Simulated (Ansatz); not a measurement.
Crystal: BeS.

```xyz
2
Lattice="0.0000 2.4250 2.4250 2.4250 0.0000 2.4250 2.4250 2.4250 0.0000" Properties=species:S:1:pos:R:3 pbc="T T T"
S     3.6375    3.6375    3.6375
Be    0.0000    0.0000    0.0000
```

Base run:

| Quantity | Value |
| --- | --- |
| Program | Ansatz 0.2.0 |
| Functional | HSE06 |
| Potentials or basis | all-electron PAW datasets made for the crystal |
| Cutoff | 310 eV (chosen from the basis error) |
| k mesh | 6 × 6 × 6 |
| Occupations | fermi-dirac, width 0.05 eV |
| Spin | no spin polarisation |

Its results: band gap on the k mesh 4.06 eV, indirect (least direct gap 6.87 eV); pressure 0.2 GPa.

Problem. The run is repeated on the same cell with these changes: functional from HSE06 to PBE; cutoff from 310 eV (chosen from the basis error) to 280 eV (chosen from the basis error). What comes out?

Solution. Band gap on the k mesh 3.11 eV, indirect (least direct gap 5.65 eV); pressure 1.6 GPa.

HSE06 gives the wider gap, since exact exchange removes part of the self-interaction.

A k mesh can miss the band edges.
